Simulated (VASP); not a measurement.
# Ta (Im-3m) in VASP: relaxation of cell and atoms with PBE

Aim: the relaxation of cell and atoms of Ta with PBE.

All numbers are computed with VASP 6.6.1; they aren't measurements. Logs are shortened: lines on timing, memory, paths and dates and some standing lists are left out, and cuts for length are marked.

## Step 1: The structure

The structure is cubic, space group Im-3m (No. 229). The conventional cell has a = 3.306 Å, b = 3.306 Å, c = 3.306 Å, α = 90.00°, β = 90.00°, γ = 90.00°. Around Ta (site symmetry m-3m) lie 8 Ta at 2.86 Å.

## Step 2: Relaxation of cell and atoms, PBE

INCAR

```
SYSTEM = Ta
PREC = Accurate
ENCUT = 600
EDIFF = 1E-7
ISMEAR = 1
SIGMA = 0.1
LREAL = .FALSE.
LASPH = .TRUE.
NELM = 60
ALGO = Normal
ISIF = 3
LWAVE = .FALSE.
LCHARG = .FALSE.
GGA = PE
IBRION = 2
NSW = 60
EDIFFG = -0.01
```

KPOINTS

```
Automatic mesh
0
G
  18 18 18
  0 0 0
```

POSCAR

```
Ta
1.0
   -1.6529000000      1.6529000000      1.6529000000
    1.6529000000     -1.6529000000      1.6529000000
    1.6529000000      1.6529000000     -1.6529000000
Ta
1
Direct
    0.0000000000      0.0000000000      0.0000000000
```

Potentials or basis: VASP PAW PBE potentials, release 64 (Ta_pv).

Command:

```console
> cat potpaw_PBE.64/Ta_pv/POTCAR > POTCAR
> mpirun -np 1 vasp_std > vasp.out
```

OUTCAR:

```text
SYSTEM = Ta
   PREC = Accurate
   ENCUT = 600
   EDIFF = 1E-7
   ISMEAR = 1
   LREAL = .FALSE.
   LASPH = .TRUE.
   NELM = 60
   ISIF = 3
   GGA = PE
   IBRION = 2
   NSW = 60
   EDIFFG = -0.01

 ion  position               nearest neighbor table
   1  0.000  0.000  0.000-

  LATTYP: Found a body centered cubic cell.
 ALAT       =     3.3058000000

  Lattice vectors:

 A1 = (  -1.6529000000,   1.6529000000,   1.6529000000)
 A2 = (   1.6529000000,  -1.6529000000,   1.6529000000)
 A3 = (   1.6529000000,   1.6529000000,  -1.6529000000)

Analysis of symmetry for initial positions (statically):
=====================================================================
 Subroutine PRICEL returns:
 Original cell was already a primitive cell.

 Routine SETGRP: Setting up the symmetry group for a
 body centered cubic supercell.

 Subroutine GETGRP returns: Found 48 space group operations
 (whereof 48 operations were pure point group operations)
 out of a pool of 48 trial point group operations.

The static configuration has the point symmetry O_h .

Analysis of symmetry for dynamics (positions and initial velocities):
=====================================================================
 Subroutine PRICEL returns:
 Original cell was already a primitive cell.

 Routine SETGRP: Setting up the symmetry group for a
 body centered cubic supercell.

 Subroutine GETGRP returns: Found 48 space group operations
 (whereof 48 operations were pure point group operations)
 out of a pool of 48 trial point group operations.

The dynamic configuration has the point symmetry O_h .

 Subroutine INISYM returns: Found 48 space group operations
 (whereof 48 operations are pure point group operations),
 and found     1 'primitive' translations

----------------------------------------------------------------------------------------

                                     Primitive cell

  volume of cell :      18.0634

  direct lattice vectors                    reciprocal lattice vectors
    -1.652900000  1.652900000  1.652900000     0.000000000  0.302498639  0.302498639
     1.652900000 -1.652900000  1.652900000     0.302498639  0.000000000  0.302498639
     1.652900000  1.652900000 -1.652900000     0.302498639  0.302498639  0.000000000

  length of vectors
     2.862906780  2.862906780  2.862906780     0.427797678  0.427797678  0.427797678

  position of ions in fractional coordinates (direct lattice)
     0.000000000  0.000000000  0.000000000

  ion indices of the primitive-cell ions
   primitive index   ion index
                 1           1

----------------------------------------------------------------------------------------

 KPOINTS: Automatic mesh

Automatic generation of k-mesh.
 Grid dimensions read from file:
 generate k-points for:   18   18   18

 Generating k-lattice:

  Cartesian coordinates                     Fractional coordinates (reciprocal lattice)
     0.000000000  0.016805480  0.016805480     0.055555556  0.000000000  0.000000000
     0.016805480  0.000000000  0.016805480     0.000000000  0.055555556  0.000000000
     0.016805480  0.016805480  0.000000000     0.000000000  0.000000000  0.055555556

  Length of vectors
     0.023766538  0.023766538  0.023766538

  Shift w.r.t. Gamma in fractional coordinates (k-lattice)
     0.000000000  0.000000000  0.000000000

 Subroutine IBZKPT returns following result:
 ===========================================

 Found    195 irreducible k-points:

 Following reciprocal coordinates:
            Coordinates               Weight
  0.000000  0.000000  0.000000      1.000000
  0.055556  0.000000  0.000000     12.000000
  0.111111  0.000000  0.000000     12.000000
  0.166667  0.000000  0.000000     12.000000
  0.222222  0.000000  0.000000     12.000000
  0.277778  0.000000  0.000000     12.000000
[... 16 lines left out ...]
  0.333333  0.111111  0.000000     48.000000
  0.388889  0.111111  0.000000     48.000000
 [... further k-points ...]
   k-points           NKPTS =    195   k-points in BZ     NKDIM =    195   number of bands    NBANDS=      9
   number of dos      NEDOS =    301   number of ions     NIONS =      1
   total plane-waves  NPLWV =  13824
   dimension x,y,z NGX =    24 NGY =   24 NGZ =   24
   dimension x,y,z NGXF=    48 NGYF=   48 NGZF=   48
   ions per type =               1
   NGX,Y,Z   is equivalent  to a cutoff of  13.94, 13.94, 13.94 a.u.
   NGXF,Y,Z  is equivalent  to a cutoff of  27.87, 27.87, 27.87 a.u.
 SYSTEM =  Ta
   PREC   = accura    normal or accurate (medium, high low for compatibility)
   ISTART =      0    job   : 0-new  1-cont  2-samecut
   ICHARG =      2    charge: 1-file 2-atom 10-const
   ISPIN  =      1    spin polarized calculation?
   LNONCOLLINEAR =      F non collinear calculations
   LSORBIT =      F    spin-orbit coupling
   LASPH  =      T    aspherical Exc in radial PAW
   ENCUT  =  600.0 eV  44.10 Ry    6.64 a.u.   5.72  5.72  5.72*2*pi/ulx,y,z
   NELM   =     60;   NELMIN=  2; NELMDL= -5     # of ELM steps
   EDIFF  = 0.1E-06   stopping-criterion for ELM
   LREAL  =      F    real-space projection
   EDIFFG = -.1E-01   stopping-criterion for IOM
   NSW    =     60    number of steps for IOM
   IBRION =      2    ionic relax: 0-MD 1-quasi-New 2-CG
   NFREE  =      1    steps in history (QN), initial steepest desc. (CG)
   ISIF   =      3    stress and relaxation
   ISYM   =      2    0-nonsym 1-usesym 2-fastsym
   POTIM  = 0.5000    time-step for ionic-motion
   TEBEG  =    0.0;   TEEND  =   0.0 temperature during run
   PSTRESS=    0.0 pullay stress
   NELECT =      11.0000    total number of electrons
   NUPDOWN=      -1.0000    fix difference up-down
   EMIN   =  10.00;   EMAX   =-10.00  energy-range for DOS
   EFERMI =   0.00;   METHOD = LEGACY
   ISMEAR =     1;   SIGMA  =   0.10  broadening in eV -4-tet -1-fermi 0-gaus
   EFERMI_NEDOS =   21; number of points for ismear=-14 and -15
   IALGO  =     38    algorithm
   IMIX   =      4    mixing-type and parameters
     AMIX     =   0.40;   BMIX     =  1.00
     AMIX_MAG =   1.60;   BMIX_MAG =  1.00
  volume/ion in A,a.u.               =      18.06       121.90
  Fermi-wavevector in a.u.,A,eV,Ry     =   1.387626  2.622233 26.198105  1.925506
  Thomas-Fermi vector in A             =   2.511829
   LORBIT       =      0    0 simple, 1 ext, 2 COOP (PROOUT), +10 PAW based schemes
   GGA     = PE    functional components
   LHFCALC =     F    Hartree Fock is set to
   AEXX    =    0.0000 exact exchange contribution
   IVDW    =     0    specifies the selected vdW correction
   LEPSILON=     F    determine dielectric tensor
   LRPA    =     F    only Hartree local field effects (RPA)
 conjugate gradient relaxation of ions
 non-spin polarized calculation
 Methfessel and Paxton  Order N= 1 SIGMA  =   0.10
  energy-cutoff  :      600.00
  volume of cell :       18.06
 maximum number of plane-waves:       619
   NGX = 11   NGY = 11   NGZ = 11

--------------------------------------- Ionic step        1  -------------------------------------------

 number of electron      11.0000002 magnetization

 Free energy of the ion-electron system (eV)
  ---------------------------------------------------
  ext. energy  EPLUGINS =         0.00000000
  ---------------------------------------------------
  free energy    TOTEN  =       -11.81178197 eV

  energy without entropy =      -11.81192641  energy(sigma->0) =      -11.81183011

------------------------ aborting loop because EDIFF is reached ----------------------------------------

  FORCE on cell =-STRESS in cart. coord.  units (eV):
  Direction    XX          YY          ZZ          XY          YZ          ZX
  --------------------------------------------------------------------------------------
  -------------------------------------------------------------------------------------
  Total        0.2789047      0.2789047      0.2789047     -0.0000000      0.0000000      0.0000000
  in kB       24.7381222     24.7381222     24.7381222     -0.0000000      0.0000000      0.0000000
  external PRESSURE =      24.7381222 kB  Pullay stress =       0.0000000 kB
[... 55 lines left out ...]
  energy  without entropy=      -11.8056273245  energy(sigma->0) =      -11.80520440

--------------------------------------- Ionic step        3  -------------------------------------------

 number of electron      11.0000001 magnetization

 Free energy of the ion-electron system (eV)
  ---------------------------------------------------
  ext. energy  EPLUGINS =         0.00000000
  ---------------------------------------------------
  free energy    TOTEN  =       -11.81349149 eV

  energy without entropy =      -11.81384060  energy(sigma->0) =      -11.81360786

 E-fermi :   5.3772     XC(G=0): -12.5397

 val. band max:        5.3739632893   @ k =   0.3333   0.1667   0.0556
 cond. band min:       5.3896145171   @ k =  -0.2778   0.3889   0.1111
 fundamental gap:      0.0156512278
 Fermi energy:         5.3772128291

 k-point     1 :       0.0000    0.0000    0.0000
  band No.  band energies     occupation
      1     -27.7688      2.00000
      2     -27.7688      2.00000
      3     -27.7688      2.00000
      4      -2.4944      2.00000
      5       6.0975     -0.00000
      6       6.0975     -0.00000
      7       6.0975     -0.00000
      8       9.3164      0.00000
      9       9.3164      0.00000
[... 265 lines left out ...]
 k-point    24 :       0.3889    0.1111    0.0000
  band No.  band energies     occupation
      1     -28.8153      2.00000
      2     -28.1604      2.00000
      3     -27.8242      2.00000
      4       1.4365      2.00000
      5       3.9816      2.00000
      6       5.9775     -0.00000
      7       9.0622      0.00000
      8      10.3282      0.00000
      9      13.1122      0.00000

 [... further k-points ...]

------------------------ aborting loop because EDIFF is reached ----------------------------------------

  FORCE on cell =-STRESS in cart. coord.  units (eV):
  Direction    XX          YY          ZZ          XY          YZ          ZX
  --------------------------------------------------------------------------------------
  -------------------------------------------------------------------------------------
  Total       -0.0015510     -0.0015510     -0.0015510     -0.0000000      0.0000000     -0.0000000
  in kB       -0.1358642     -0.1358642     -0.1358642     -0.0000000      0.0000000     -0.0000000
  external PRESSURE =      -0.1358642 kB  Pullay stress =       0.0000000 kB
[... 16 lines left out ...]
  FREE ENERGIE OF THE ION-ELECTRON SYSTEM (eV)
  ---------------------------------------------------
  free  energy   TOTEN  =       -11.8134914941 eV

  energy  without entropy=      -11.8138405979  energy(sigma->0) =      -11.81360786

 reached required accuracy - stopping structural energy minimisation
```

Wall time 22 s (1 thread of Intel Xeon 6975P-C (Granite Rapids), shared host); peak memory 0.18 GiB.

Results:

* Free energy: -11.8135 eV
* Relaxed volume: 18.29 Å³/atom
* Relaxed cell: a = 2.875 Å, b = 2.875 Å, c = 2.875 Å, α = 109.47°, β = 109.47°, γ = 109.47°
* Space group after relaxing (to 0.05 Å): Im-3m (No. 229)
* Energy gained by relaxing: 1.7 meV/atom
* Ionic steps: 3
* Pressure after relaxing: 0.0 GPa
* Band gap on the k mesh: none (metal or under the smearing width)

The path:
```
step  energy change (eV)  largest force (eV/Å)  pressure (GPa)  volume (Å³)
   1              0.0000                0.0000            2.47        18.06
   2              0.0068                0.0000           -5.18        18.80
   3             -0.0017                0.0000           -0.01        18.29
```

Final structure:
```
Ta
1.0
    -1.65977    1.65977    1.65977
     1.65977   -1.65977    1.65977
     1.65977    1.65977   -1.65977
Ta
1
Direct
  0.00000 0.00000 0.00000
```
